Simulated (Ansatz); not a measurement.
Wanted: the native input for an Ansatz 0.2.0 run.

```yaml
Task: phonons
Functional: LDA
Potentials_or_basis: Ansatz PAW
Cutoff: "420 eV (not typed: the program's choice for these potentials)"
k_mesh: 9 × 9 × 9
Occupations: fermi-dirac, width 0.05 eV
Spin: no spin polarisation
```

CuO:

```
Cu O
1.0
     0.00000    2.11656    2.11656
     2.11656    0.00000    2.11656
     2.11656    2.11656    0.00000
Cu O
1 1
Direct
  0.02950 0.02810 0.90803
  0.47050 0.47190 0.59197
```

The cell comes from a database or a generator and needn't be the stable form of this composition.

The input as run:

input.yaml

```yaml
crystal:
  lattice:
    - [0.0, 2.11656, 2.11656]
    - [2.11656, 0.0, 2.11656]
    - [2.11656, 2.11656, 0.0]
  atoms:
    - { symbol: Cu, position: [0.02949772, 0.02810087, 0.90802599] }
    - { symbol: O, position: [0.47050228, 0.47189913, 0.59197401] }
hamiltonian:
  xc: lda
  pseudopotentials: { kind: paw }
kpoints:
  mp_grid: { grid: [9, 9, 9] }
scf:
  occupations: { method: fermi_dirac, width: 0.05 }
phonons:
  method: dfpt
```

Potentials or basis: Ansatz PAW.

Command:

```console
$ ansatz run input.yaml --threads 2 --pin off --max-ram 5632MiB --backend cpu --events-out ev --progress --plain --runs-dir out
```

Results of the run:

| Quantity | Value |
| --- | --- |
| Band gap on the k mesh | none (metal or under the smearing width) |
| Highest phonon frequency at Γ | 394 cm⁻¹ |
| Most unstable mode | 329i cm⁻¹ |

Caveat: some modes are imaginary; an odd number of electrons without spin polarisation forces a metal; a magnetic or distorted state may lie lower; the run has no spin polarisation, though such a crystal can be magnetic; semilocal functionals often make such compounds metallic where correlation or magnetic order opens a gap, which also shifts bond lengths.

It took 49 s on 2 threads of Arm Neoverse V1, on a shared host, peak memory 0.62 GiB.
